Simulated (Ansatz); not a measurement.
Runs of Ansatz 0.2.0 on CuO (Tenorite). Symmetry: C2/c, No. 15, monoclinic system. The conventional cell has a = 4.684 Å, b = 3.423 Å, c = 5.129 Å, α = 90.00°, β = 99.54°, γ = 90.00°. Cu (site symmetry -1) has 4 O at 1.95 to 1.96 Å as nearest neighbours. Around O (site symmetry 2) lie 4 Cu at 1.95 to 1.96 Å. 

```tsv
task	level	potentials or basis	cell	k mesh	cutoff (eV)	points for each segment of the path	gap on the mesh (eV)	pressure (GPa)	largest force (eV/Å)
single point	PBE	Ansatz PAW	as given	13 × 13 × 7	420	-	none	5.7	0.27
relaxation of cell and atoms	PBE+D4	Ansatz PAW	relaxed	10 × 10 × 5	420	-	-	0.0	-
band structure	BPBE	Ansatz PAW	as given	10 × 10 × 5	420	14	none	5.2	0.27
band structure	PBE	Ansatz PAW earlier set	as given	10 × 10 × 5	930	14	none	5.7	(a)
```

Alike in all rows: no spin polarisation; smearing fermi-dirac 0.05 eV.

Task: Estimate the missing entries.

Result: (a) 0.26.

Caveats: the run has no spin polarisation, though such a crystal can be magnetic; semilocal functionals often make such compounds metallic where correlation or magnetic order opens a gap, which also shifts bond lengths (some runs); the plane-wave basis is chosen anew once the cell has moved, so the energies of steps on either side of that aren't comparable (some runs); the PAW data sets come from PBE, with cores solved anew for the run's functional, which leaves a small shift of forces and pressure (some runs).

A gap of «none» marks a metal or a gap under the smearing width.
